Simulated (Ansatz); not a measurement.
Runs of Ansatz 0.2.0 on Li. The structure is cubic, space group Fm-3m (No. 225). The conventional cell has a = 4.404 Å, b = 4.404 Å, c = 4.404 Å, α = 90.00°, β = 90.00°, γ = 90.00°. Li (site symmetry m-3m) is surrounded by 12 Li at 3.11 Å. This isn't the form of Li at room conditions, which is bcc.

```tsv
level	cutoff (eV)	gap on the mesh (eV)	pressure (GPa)	relaxed volume (Å³/atom)
BLYP	420	none	0.0	(a)
RPBE	420	none	0.0	21.04
LDA	420	none	0.0	18.94
revPBE	420	none	0.0	21.12
PBEsol	420	none	0.0	20.16
r2SCAN	500	none	0.0	(b)
```

Alike in all rows: task relaxation of cell and atoms; potentials or basis Ansatz PAW; no spin polarisation; cell relaxed; k mesh 10 × 10 × 10; smearing fermi-dirac 0.05 eV.

Task: Estimate the missing entries.

Result: (a) 19.95; (b) 20.99.

Caveats: the plane-wave basis is chosen anew once the cell has moved, so the energies of steps on either side of that aren't comparable; the potentials were made for another functional, which shifts forces and pressure (some runs); the PAW data sets were made with another functional, which shifts forces and pressure a little (some runs).

A gap of «none» marks a metal or a gap under the smearing width.

Runs at the PBE level aren't shown here.
